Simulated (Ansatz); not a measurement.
# Random displacements in AlGa₃N₄

These are results of Ansatz, DFT r2SCAN, scalar-relativistic, plane waves, PAW, not measurements. Cutoff 500 eV, Γ-centred 6×6×6 k-points, Gaussian smearing of 0.05 eV. No spin polarisation. Energies are free energies at this smearing, counted from the undisturbed cell; pressure is positive in compression.

The starting cell (relaxed at this level; it needn't be the usual structure):

```
CELL_PARAMETERS angstrom
4.46534 0.00000 0.00000
0.00000 4.46534 0.00000
0.00000 0.00000 4.46534
ATOMIC_POSITIONS crystal
Al 0.00000 0.00000 0.00000
Ga 0.50000 0.50000 0.00000
Ga 0.50000 0.00000 0.50000
Ga 0.00000 0.50000 0.50000
N 0.75535 0.75535 0.24465
N 0.75535 0.24465 0.75535
N 0.24465 0.75535 0.75535
N 0.24465 0.24465 0.24465
```

The atoms are displaced (Å, in the unstrained cell):

| atom | ux | uy | uz |
| --- | --- | --- | --- |
| Al1 | -0.001 | -0.106 | -0.152 |
| Ga2 | -0.133 | 0.061 | -0.058 |
| Ga3 | 0.024 | 0.034 | 0.128 |
| Ga4 | -0.088 | 0.076 | -0.044 |
| N5 | -0.012 | 0.079 | 0.317 |
| N6 | 0.029 | 0.057 | -0.254 |
| N7 | 0.250 | -0.292 | 0.009 |
| N8 | -0.068 | 0.090 | 0.053 |

Strain (Voigt, engineering shear): (-0.0391, 0.0756, -0.0425, -0.0902, 0.0751, -0.0833).

(1) What are the energy change, the stress and the forces?

## Answers

(1) ΔE = 754.4 meV/atom; stress (xx, yy, zz, yz, xz, xy; compression positive) (23.64, 10.20, 20.37, 4.69, -8.71, 8.27) GPa; gap on the mesh 0.99 eV.
| atom | Fx (eV/Å) | Fy | Fz |
| --- | --- | --- | --- |
| Al1 | 0.51 | 1.32 | 2.62 |
| Ga2 | 5.35 | -5.88 | 6.31 |
| Ga3 | -3.95 | -0.14 | -1.76 |
| Ga4 | 1.30 | 0.42 | -1.11 |
| N5 | 2.09 | -1.64 | -5.78 |
| N6 | 0.46 | 0.06 | 6.49 |
| N7 | -6.81 | 8.45 | -4.24 |
| N8 | 1.06 | -2.58 | -2.53 |

Cost: 1 run of about 1.3 core-minutes, on Arm Neoverse V2 (shared hosts).